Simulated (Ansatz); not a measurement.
Runs of Ansatz 0.2.0 on MnS. The structure is cubic, space group Fm-3m (No. 225). The conventional cell has a = 5.209 Å, b = 5.209 Å, c = 5.209 Å, α = 90.00°, β = 90.00°, γ = 90.00°. Around Mn (site symmetry m-3m) lie 6 S at 2.60 Å. S (site symmetry m-3m) is surrounded by 6 Mn at 2.60 Å. 

```tsv
task	level	potentials or basis	U	cell	k mesh	cutoff (eV)	smearing	basis error allowed	gap on the mesh (eV)	pressure (GPa)	moment (μB)	relaxed volume (Å³/atom)
relaxation of cell and atoms	RPBE+D4	all-electron LAPW, scalar-relativistic	-	relaxed	9 × 9 × 9	-	fermi-dirac 0.05 eV	0.001 eV/atom	-	0.0	4.26	15.23
density of states	PBE+U	all-electron LAPW, scalar-relativistic	Mn d U = 2 eV	as given	7 × 7 × 7	217	fermi-dirac 0.05 eV	0.001 eV/atom	none	2.7	4.98	-
single point	PBE	all-electron LAPW, scalar-relativistic	-	as given	9 × 9 × 9	217	gaussian 0.029 eV	0.001 eV/atom	none	-2.8	4.72	-
density of states	PBEsol+U	all-electron LAPW, scalar-relativistic	Mn d U = 8 eV	as given	9 × 9 × 9	217	fermi-dirac 0.05 eV	0.001 eV/atom	1.13	4.9	5.00	-
relaxation of cell and atoms	PBEsol+D4	all-electron LAPW, scalar-relativistic	-	relaxed	9 × 9 × 9	-	fermi-dirac 0.05 eV	0.001 eV/atom	-	0.0	(a)	14.46
density of states	PBEsol+U	all-electron LAPW, scalar-relativistic	Mn d U = 4 eV	as given	9 × 9 × 9	217	fermi-dirac 0.05 eV	0.001 eV/atom	(b)	1.2	5.00	-
band structure	PBEsol	all-electron LAPW, non-relativistic	-	as given	9 × 9 × 9	217	fermi-dirac 0.05 eV	0.001 eV/atom	-	-6.7	4.69	-
single point	PBE	all-electron LAPW, scalar-relativistic	-	as given	9 × 9 × 9	217	gaussian 0.016 eV	0.001 eV/atom	none	-2.8	4.72	-
band structure	PBEsol	all-electron PAW datasets made for the crystal	-	as given	9 × 9 × 9	240	fermi-dirac 0.05 eV	-	-	-7.3	4.69	-
phonons	PBE	all-electron LAPW, scalar-relativistic	-	as given	7 × 7 × 7	231	fermi-dirac 0.05 eV	0.001 eV/atom	none	-	4.69	-
density of states	PBE+U	all-electron LAPW, scalar-relativistic	Mn d U = 6 eV	as given	7 × 7 × 7	217	fermi-dirac 0.05 eV	0.001 eV/atom	1.28	7.0	5.00	-
relaxation of cell and atoms	revPBE	all-electron LAPW, scalar-relativistic	-	relaxed	7 × 7 × 7	-	fermi-dirac 0.05 eV	0.001 eV/atom	-	0.0	4.71	17.48
```

Alike in all rows: spin collinear, ferromagnetic start.

**Question.** Estimate the missing entries.

**Answer.** (a) 3.94; (b) 0.90.

Caveats: a cell with one magnetic atom can't hold antiferromagnetic order, which such compounds often take; semilocal functionals often make such compounds metallic where correlation or magnetic order opens a gap, which also shifts bond lengths (some runs); the magnetic state may not be the lowest (some runs); U is the effective U less J, on atomic orbitals that reach past the spheres (some runs); the k mesh is thin for a metal, which can move the energy by tens of meV per atom (some runs); an odd mesh through Γ misses points on the zone boundary, where band edges often lie (some runs); the volume moved by -14 % from the deposited cell, more than functionals usually miss (some runs).

A gap of «none» marks a metal or a gap under the smearing width.

Not every run made on this cell is shown here.
